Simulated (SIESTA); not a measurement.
A run of SIESTA 5.4.2 is set up as follows.

The input InSe.fdf:

```
SystemName                      InSe
SystemLabel                     InSe
NumberOfSpecies                 2
NumberOfAtoms                   4
%block ChemicalSpeciesLabel
  1  49 In
  2  34 Se
%endblock ChemicalSpeciesLabel

LatticeConstant                 1.0 Ang
%block LatticeVectors
     2.0000000000     1.1547005384     8.4400000000
    -2.0000000000     1.1547005384     8.4400000000
     0.0000000000    -2.3094010768     8.4400000000
%endblock LatticeVectors
AtomicCoordinatesFormat         Fractional
%block AtomicCoordinatesAndAtomicSpecies
     0.8886000000     0.8886000000     0.8886000000  1  In
     0.0000000000     0.0000000000     0.0000000000  1  In
     0.1719000000     0.1719000000     0.1719000000  2  Se
     0.3835000000     0.3835000000     0.3835000000  2  Se
%endblock AtomicCoordinatesAndAtomicSpecies

%block kgrid.MonkhorstPack
    8   0   0  0.0
    0   8   0  0.0
    0   0   8  0.0
%endblock kgrid.MonkhorstPack
XC.Functional                   GGA
XC.Authors                      PBE
PAO.BasisSize                   TZ
PAO.EnergyShift                 0.002 Ry
Mesh.Cutoff                     500 Ry
OccupationFunction              FD
ElectronicTemperature           0.05 eV
MaxSCFIterations                120
SCF.MustConverge                false
SCF.Mixer.Method                Pulay
SCF.Mixer.Weight                0.25
SCF.Mixer.History               8
SCF.DM.Tolerance                5.0e-05
SCF.H.Tolerance                 1.0e-03 eV
WriteForces                     true
Charge.Mulliken                 end
Charge.Hirshfeld                end
Charge.Voronoi                  end
SaveRho                         true
SaveElectrostaticPotential      true
BandLinesScale                  ReciprocalLatticeVectors
%block BandLines
    1    0.000000   0.000000   0.000000  \Gamma
   13    0.500000   0.000000   0.000000  L
    8    0.500000   0.179145  -0.179145  B1
    1    0.820855   0.500000   0.179145  B
   15    0.500000   0.500000   0.500000  Z
    5    0.000000   0.000000   0.000000  \Gamma
   15    0.339573   0.000000  -0.339573  X
    1    0.660427   0.339573   0.000000  Q
    7    0.500000   0.500000   0.000000  F
    2    0.660427   0.660427   0.179145  P1
   13    0.500000   0.500000   0.500000  Z
    1    0.500000   0.000000   0.000000  L
    4    0.820855   0.339573   0.339573  P
%endblock BandLines
%block PAO.Basis
  In 3
  n=5 0 3
    7.282 0.000 0.000
  n=5 1 3
    9.500 0.000 0.000
  n=4 2 1
    4.282
%endblock PAO.Basis
```

Potentials or basis: PseudoDojo 0.4 standard (PBE files), TZ (energy shift 0.002 Ry; radii capped at 9.5 bohr).

The run is started by

```sh
$ siesta < InSe.fdf > InSe.out 2>&1
```

Task: Estimate the band gap on the k mesh.

Result: 0.32 eV, direct.

Task: Estimate the pressure.

Result: 4.2 GPa.

Forces in eV/Å, atoms in the order of the input:
```
In   0.000  0.000  0.701
In   0.000  0.000 -0.705
Se   0.000  0.000 -0.664
Se   0.000  0.000  0.668
```

Caveat: the basis has no polarisation orbitals; semicore shells carry a single zeta, which can move pressures by several GPa and volumes by a few percent; spin-orbit coupling is left out, which moves the levels of the heavy elements; the basis of atomic orbitals isn't converged, which shifts pressures, moduli and gaps.

**The experiment to reproduce.**

“The Interaction of Hydrogen with the van der Waals Crystal γ-InSe”, 2020, pmc:7321205 reports, for a bulk crystal of InSe at 300 K: band gap 1.25 eV.

Against the measured gap of InSe, 1.25 eV (300 K; “The Interaction of Hydrogen with the van der Waals Crystal γ-InSe”, 2020, pmc:7321205), the calculated 0.32 eV is off by -0.93 eV. Spin-orbit coupling on In, Se is left out. The value is that of PBE in an atomic basis (PseudoDojo 0.4 standard (PBE files), TZ (energy shift 0.002 Ry; radii capped at 9.5 bohr)), whose error adds to the functional's,, without temperature or zero-point motion. Semilocal functionals fall short of measured gaps as a rule.
